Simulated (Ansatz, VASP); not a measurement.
ZnS (Wurtzite-2H) in VASP and in Ansatz

```
Zn S
1.0
     3.88359    0.00000    0.00000
    -1.94179    3.36328    0.00000
     0.00000    0.00000    6.36772
Zn S
2 2
Direct
  0.33333 0.66667 0.00522
  0.66667 0.33333 0.50522
  0.33333 0.66667 0.37978
  0.66667 0.33333 0.87978
```

Alike in both runs: functional PBE; k mesh 9 × 9 × 6; occupations gaussian, width 0.02 eV; no spin polarisation.

Ansatz relaxed the structure, and its values are those at the end. VASP's run is a single point on that final structure, the one shown.

|  | VASP | Ansatz |
| --- | --- | --- |
| version | VASP 6.6.1 | Ansatz 0.2.0 |
| potentials or method | VASP PAW PBE potentials, release 64 (Zn, S) | scalar-relativistic, plane waves, PAW |
| plane-wave cutoff (eV) | 520 | 420 |
| valence electrons in the cell | 36 | 36 |

```tsv
	VASP	Ansatz	Ansatz less VASP
gap on the k mesh at the Fermi level (eV)	1.95	1.95	-0.002
least direct gap on the mesh (eV)	1.95	1.95	-0.002
pressure (GPa)	-1.8	-1.9	-0.13
rms of the force components (eV/Å)	0.003	0.003	+0.0004
```

With one functional, cell and mesh, what is left measures potentials, basis and numerics.

A hybrid or GW would open this gap; PBE tends to underestimate it.
